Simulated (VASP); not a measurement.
BeTe: band structure with TB-mBJ

Crystal: BeTe.

```
Te Be
1.0
     0.00000    2.77000    2.77000
     2.77000    0.00000    2.77000
     2.77000    2.77000    0.00000
Te Be
1 1
Direct
  0.75000 0.75000 0.75000
  0.00000 0.00000 0.00000
```

```yaml
Program: VASP 6.6.1
Task: band structure
Functional: TB-mBJ
Potentials_or_basis: VASP PAW PBE potentials, release 64 (Te, Be)
Cutoff: 520 eV
k_mesh: 6 × 6 × 6
Occupations: gaussian, width 0.02 eV
Spin: spin-orbit coupling, no magnetisation
Ladder: free
Further_INCAR_settings: ALGO = Normal; EDIFF = 1e-06
```

The valence electrons inside the program's atomic spheres are Te 3.62; Be 0.85.

Wall time 3.5 min on 2 MPI ranks on Intel(R) Xeon(R) Platinum 8259CL CPU @ 2.50GHz (Skylake/Cascade Lake), on a shared host, peak memory 0.31 GiB a rank.
